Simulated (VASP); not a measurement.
A run of VASP 6.6.1 is set up as follows.

File POSCAR:

```
LaH2
1.0
    0.0000000000      3.7191590000      3.7191590000
    3.7191590000      0.0000000000      3.7191590000
    3.7191590000      3.7191590000      0.0000000000
La H
2 4
Direct
    0.0000000000      0.0000000000      0.0000000000
    0.2500000000      0.2500000000      0.2500000000
    0.6250000000      0.6250000000      0.6250000000
    0.1250000000      0.6250000000      0.6250000000
    0.6250000000      0.6250000000      0.1250000000
    0.6250000000      0.1250000000      0.6250000000
```

INCAR.step1

```
  ALGO = Normal
  EDIFF = 1E-4
  ENCUT = 520
  GGA = PE
  ISMEAR = -1
  LASPH = T
  LCHARG = F
  LDAU = T
  LDAUJ = 0 0
  LDAUL = 3 -1
  LDAUTYPE = 2
  LDAUU = 5 0
  LMAXMIX = 6
  LREAL = F
  LWAVE = T
  NBANDS = 22
  NELM = 150
  PREC = Accurate
  SIGMA = 0.0608
```

File INCAR.step2:

```
  ALGO = Normal
  EDIFF = 1E-6
  ENCUT = 520
  ISIF = 2
  ISMEAR = -1
  ISTART = 1
  LASPH = T
  LCHARG = F
  LDAU = T
  LDAUJ = 0 0
  LDAUL = 3 -1
  LDAUPRINT = 1
  LDAUTYPE = 2
  LDAUU = 5 0
  LMAXMIX = 6
  LMIXTAU = T
  LREAL = F
  LWAVE = F
  METAGGA = R2SCAN
  NBANDS = 22
  NELM = 150
  PREC = Accurate
  SIGMA = 0.0608
```

KPOINTS

```
k-points
0
Gamma
  4 4 4
```

Potentials or basis: VASP PAW PBE potentials, release 64 (La, H).

Command:

```bash
$ cat potpaw_PBE.64/La/POTCAR potpaw_PBE.64/H/POTCAR > POTCAR
$ cp INCAR.step1 INCAR
$ mpirun -np 1 vasp_std > vasp.out
$ cp INCAR.step2 INCAR
$ mpirun -np 1 vasp_std > vasp.out
```

Problem. Estimate the band gap on the k mesh.

Solution. None (metal or under the smearing width).

Problem. Predict the pressure.

Solution. -7.6 GPa.

Eigenvalues of the final occupation matrices:
```csv
site,spin,trace,eigenvalues
site 1 f,1,0.03,0.00 0.00 0.00 0.00 0.01 0.01 0.01
site 1 f,2,0.03,0.00 0.00 0.00 0.00 0.01 0.01 0.01
site 2 f,1,0.03,0.00 0.00 0.00 0.00 0.01 0.01 0.01
site 2 f,2,0.03,0.00 0.00 0.00 0.00 0.01 0.01 0.01
```

Caveat: the k mesh is coarse (spacing up to 0.37 Å⁻¹), so the values aren't converged; the PAW data sets were made with another functional, which shifts forces and pressure a little; U without spin polarisation on a metal has little footing; the U is typed as a test and isn't derived for this compound. Spin-orbit coupling is left out, which matters for the levels of La.
